Black phosphorus is built of puckered layers. Within a layer each atom has three strong bonds, while neighbouring layers hold together weakly. In this density-functional calculation the crystal is enlarged or shrunk like a photograph: every length changes by the same factor. Energies are counted from the minimum of the fitted curve, and a positive pressure means that the crystal must be squeezed to keep it at that volume.

Quantum ESPRESSO 7.5 calculations of black phosphorus (Cmce, 4 atoms per cell) use PBEsol without dispersion correction or spin polarisation, PseudoDojo 0.4.1 SR PBEsol standard potentials, a 598.65 eV wave cutoff, an 8×8×6 k mesh and 0.05 eV Fermi–Dirac smearing. Cell shape and fractional coordinates are fixed; energies are relative to the fitted minimum.

```
volume (Å³/atom)  energy (meV/atom)  pressure (GPa)
           19.23             14.280           4.550
           19.64              5.140           2.630
           20.05              0.660           0.900
           20.46              0.350          -0.640
           20.87              3.790          -2.040
           21.28             10.610          -3.280
           21.69             20.440          -4.410
```

1. At which volume is the crystal at rest?

The pressure changes sign between 20.05 and 20.46 Å³/atom, and a straight line between these rows puts the zero at 20.29. The energy has its minimum at the same place, because pressure P is the downhill slope of energy E against volume V:

P = −dE/dV

This is rest on average only. With the shape held fixed, the crystal may still push along one axis and pull along another.

2. Can the pressure be found from the energies alone?

Take the first two rows. The energy falls by 14.28 − 5.14 = 9.14 meV while the volume grows by 0.41 Å³. One meV/Å³ is 0.160 GPa, so

P ≈ (9.14 / 0.41) × 0.160 GPa ≈ 3.57 GPa

The mean of the two listed pressures is 3.59 GPa. Every other step agrees as closely, to within 0.02 GPa, so either column can be used to check the other.

3. Which costs more, squeezing or stretching?

Squeezing does. For a fair comparison, divide each energy by the square of the volume's distance from the minimum. The result falls from row to row, from 12.9 meV/Å⁶ at the smallest volume to 10.4 at the largest. The energy well is therefore lopsided, with its steep wall on the compressed side.

Part of this is geometry. Volume goes as the cube of length, so even ideal springs between the atoms give a well that is steeper on the compressed side when drawn against volume; theory puts that part at a good third of the fall here. The rest is expected from standard physics, though the table doesn't separate the forces. When atoms approach, their electron clouds overlap and repel, and this repulsion grows more steeply than the attraction. When they move apart, the repulsion fades first and leaves a gentler pull.

4. How strongly does the stiffness change?

The bulk modulus B is the pressure needed per fractional loss of volume:

B = −V dP/dV

It falls from 91 GPa in the first step to 59 GPa in the last, although lengths grow by only about 3% between the middles of these steps. Near any row, then, making all lengths 1% longer softens the crystal by roughly 12 to 13%. Ideal springs would be expected to lose only about 3%, from geometry alone. The larger part comes from the curvature of the well itself, which the fading repulsion is expected to change quickly. The rule holds for the crystal as a whole: the gaps between layers stretch along with the bonds, so it isn't a law of the P–P bond.

5. Which curve should be drawn through the points?

A parabola in volume is the obvious choice, but it makes pressure a straight line. The crystal would then soften under compression, the opposite of what the table shows. A better variable is the Eulerian strain f, with V₀ a reference volume near the minimum:

f = [(V₀/V)^(2/3) − 1] / 2

For equal steps in volume, f changes faster on the compressed side. A parabola in f therefore has a steeper wall under compression, with no extra constant. How steep is built in: this form sets the slope of the modulus against pressure, dB/dP, close to 4. It suits this curve because the slope fitted for the run is 4.34; a solid with a slope far from 4 needs the extra constant of the third-order form.

Both parabolas were fitted to the energies of all seven rows and then used to predict the pressures. The parabola in volume misses by up to 0.56 GPa, the one in strain by at most 0.03 GPa. The strain form, known as the second-order Birch–Murnaghan equation, is the better of the two. The third-order form, with one more constant, misses by at most 0.009 GPa. Such agreement confirms the shape of the well, not the microscopic cause. The details are in the printed analysis below, whose fits use volumes with more decimals than the table.

6. What would change if the crystal could adjust its shape?

It is expected to become softer once the cell shape and the atomic positions are free; no such run was made here. Real black phosphorus yields mainly by closing the gaps between layers and by changing its puckering. Uniform scaling blocks this easy route and forces the strong bonds to shorten as well.

The direction of the change follows from a general argument. Freedom of shape can only lower the energy at a given volume. Starting from a fully relaxed crystal, the free curve touches the fixed-shape curve at the minimum and lies on or below it elsewhere, so it can't be more strongly curved. The cell used here isn't shown to be fully relaxed, so its rest volume could shift too. The fixed-shape modulus here is about 76 GPa; measured values, roughly recalled, are 30 to 40 GPa. The high figure is no sign of strong binding between layers.

7. Which digits can be trusted?

As a description of this curve, 76 GPa and 20.3 Å³/atom are sound. The two strain forms nearly agree: 75.97 GPa and 20.29 Å³/atom at second order, 76.15 GPa and 20.28 Å³/atom at third, so the form matters only in the next digit. The poorer parabola in volume would shift them to 74 GPa and 20.33 Å³/atom. As a prediction for a real sample, even the first digit of the modulus fails, most likely because the frozen shape and positions matter far more than the fit, and the rest volume likewise belongs to this shape alone. Before using such a modulus for a layered material, relax the shape and the atomic positions at each volume and fit again. Test a dispersion correction too, since this run has none and the layers are held together weakly.

Numerical output:

```
fit of energy on 7 rows: constant 0.1796 +/- 0.28, coefficient of dv -1.1 +/- 0.26, coefficient of dv2 11.3 +/- 0.32; rms 0.377, worst 19.64 0.431, leave-one-out rms 1.01
fit of energy on 7 rows: constant 0.008422 +/- 0.019, coefficient of f 4.318 +/- 0.97, coefficient of f2 43295 +/- 80; rms 0.0245, worst 19.64 0.03, leave-one-out rms 0.067
Rows and the steps that end at them:
    row  bond_A  E_over_dV2_meV_A6  P_from_energy_GPa  mean_P_of_step_GPa  modulus_of_step_GPa  miss_volume_parabola_GPa  miss_strain_parabola_GPa
  19.23    2.16              12.88                n/a                 n/a                  n/a                   -0.5621                  -0.03003
  19.64   2.175               12.4              3.572                3.59                91.01                   -0.1232                 -0.003096
  20.05    2.19              11.98              1.751               1.765                83.74                    0.1258                   0.01688
  20.46   2.205               11.5             0.1211                0.13                76.08                    0.1848                   0.01139
  20.87    2.22              11.13             -1.344               -1.34                70.56                    0.1038                   0.01392
  21.28   2.234              10.77             -2.665               -2.66                63.74                   -0.1373                  -0.01017
  21.69   2.248               10.4             -3.841              -3.845                59.21                   -0.4883                  -0.02383
Volume of zero pressure by straight line between rows, A^3/atom: 20.29
Largest gap between energy slope and mean pressure of a step, GPa: 0.01832
Slope of modulus against pressure, first to last step: 4.277
Power of length with which the modulus falls: 12.86
Largest pressure miss of volume parabola, GPa: 0.5621
Largest pressure miss of strain parabola, GPa: 0.03003
Largest pressure miss of third-order Birch-Murnaghan, GPa: 0.008923
Minimum of volume parabola, A^3/atom: 20.33
Minimum of strain parabola, A^3/atom: 20.29
Modulus from volume parabola, GPa: 73.6
Modulus from strain parabola, GPa: 75.97
```
